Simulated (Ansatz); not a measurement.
# Zr under changes of volume

One of the cells (23.281 Å³/atom); the others are scaled copies at fixed shape and fractional positions:

```
Zr
1.0
     3.23200    0.00000    0.00000
    -1.61600    2.79899    0.00000
     0.00000    0.00000    5.14700
Zr
2
Direct
  0.66667 0.33333 0.75000
  0.33333 0.66667 0.25000
```

| Item | Value |
| --- | --- |
| Program | Ansatz 0.2.0 |
| Functional | HSE03 |
| Potentials or basis | Ansatz PAW |
| Cutoff | 420 eV (not typed: the program's choice for these potentials) |
| k mesh | 5 × 5 × 3 |
| Occupations | fermi-dirac, width 0.05 eV |
| Spin | no spin polarisation |

| volume (Å³/atom) | energy over the lowest point (meV/atom) | pressure (GPa) |
| --- | --- | --- |
| 21.884 | 33.89 | 7.6 |
| 22.350 | 15.61 | 5.0 |
| 22.815 | ? | ? |
| 23.281 | 0.00 | 0.5 |
| 23.746 | 1.48 | -1.4 |
| 24.212 | 8.40 | -3.2 |
| 24.678 | 20.21 | -4.8 |

Q: What does the run at 22.815 Å³/atom give?

A: Energy over the lowest point 4.52 meV/atom; pressure 2.7 GPa.

Worked out: A Birch-Murnaghan fit of order 3 (a polynomial in V^(-2/3)) to the other rows has its minimum at 23.39 Å³/atom with B0 = V·E''(V) = 101 GPa and B' = 3.8 at fixed shape and positions, which overstates the stiffness. It gives 4.53 meV/atom at 22.815 Å³/atom, against the run's 4.52, and -dE/dV = 2.6 GPa, against 2.7.

Energies are extrapolated to zero smearing.

Caveats: all runs use coarse meshes; the PAW data sets come from PBE, with cores solved anew for the run's functional, which leaves a small shift of forces and pressure; the thresholds are loose for stress.
